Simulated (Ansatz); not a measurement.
# WS2: iterations to self-consistency

Level of theory: Ansatz 0.2.0, DFT PBE, scalar-relativistic, plane waves, PAW.

```cif
data_structure
_symmetry_space_group_name_H-M 'P 1'
_symmetry_Int_Tables_number 1
_cell_length_a 3.1830
_cell_length_b 3.1830
_cell_length_c 28.5322
_cell_angle_alpha 90.000
_cell_angle_beta 90.000
_cell_angle_gamma 120.000
_cell_volume 250.34
loop_
_atom_site_label
_atom_site_type_symbol
_atom_site_fract_x
_atom_site_fract_y
_atom_site_fract_z
_atom_site_occupancy
W1 W 0.66667 0.33333 0.65929 1
W2 W 0.33333 0.66667 0.88553 1
W3 W 0.33333 0.66667 0.43436 1
S1 S 0.66667 0.33333 0.94019 1
S2 S 0.66667 0.33333 0.48903 1
S3 S 0.33333 0.66667 0.71395 1
S4 S 0.66667 0.33333 0.83085 1
S5 S 0.66667 0.33333 0.37971 1
S6 S 0.33333 0.66667 0.60463 1
```

```json
{
 "plane-wave cutoff": "420 eV",
 "Γ-centred k-mesh": "12×12×1",
 "occupation rule": "Gaussian smearing, 0.02 eV",
 "spin treatment": "unpolarised"
}
```

Each run starts from superposed atomic densities and uses Broyden mixing with its automatic preconditioner, at most 120 iterations and the default threshold on the density residual; only the length of the Broyden history differs.

```tsv
length of the Broyden history	iterations	converged	density residual (eV) at iterations 1, 3, 5
1	13	yes	4 0.24 0.0079
2	12	yes	4 0.24 0.0055
3	12	yes	4 0.24 0.0017
8	11	yes	4 0.24 0.0017
```

This form isn't the usual stable structure of the compound.

Cost: 4 runs of about 3 core-minutes in all, on Intel Xeon Processor @ 2.50GHz (Skylake/Cascade Lake) (shared hosts).